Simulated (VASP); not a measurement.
Here is a VASP 6.6.1 calculation.

File INCAR:

```
PREC     = Accurate       # precision mode
ENCUT    = 520            # plane-wave cutoff, eV
EDIFF    = 1E-6           # SCF threshold, eV
ISMEAR   = 0              # smearing method
SIGMA    = 0.05           # smearing width, eV
LREAL    = False          # projectors in reciprocal space
LASPH    = True           # aspherical terms in the spheres
NELM     = 80             # most SCF steps
ALGO     = Normal         # electronic algorithm
ISIF     = 2              # what is computed and relaxed
LWAVE    = False          # write WAVECAR
LCHARG   = False          # write CHGCAR
NBANDS   = 15             # bands
```

KPOINTS

```
regular mesh
0
Gamma
  8 8 8
```

File POSCAR:

```
KF
1.0
    3.2589550000      0.0000000000      0.0000000000
    0.0000000000      3.2589550000      0.0000000000
    0.0000000000      0.0000000000      3.2589550000
K F
1 1
Direct
    0.0000000000     -0.1380810720      0.0000000000
    0.5000000000      0.5000000000      0.5000000000
```

Potentials or basis: VASP PAW LDA potentials, release 64 (K_sv, F).

Command:

```bash
$ cat potpaw_LDA.64/K_sv/POTCAR potpaw_LDA.64/F/POTCAR > POTCAR
$ mpirun -np 1 vasp_std > vasp.out
```

Predict the pressure.

-3.2 GPa.

Estimate the band gap on the k mesh.

5.91 eV, indirect (least direct gap 5.96 eV).

What does it give for the largest force?

0.229 eV/Å.

Stress tensor (GPa, compression positive):
```
-3.22  0.00  0.00
 0.00 -3.04  0.00
 0.00  0.00 -3.22
```

A k mesh can miss the band edges.
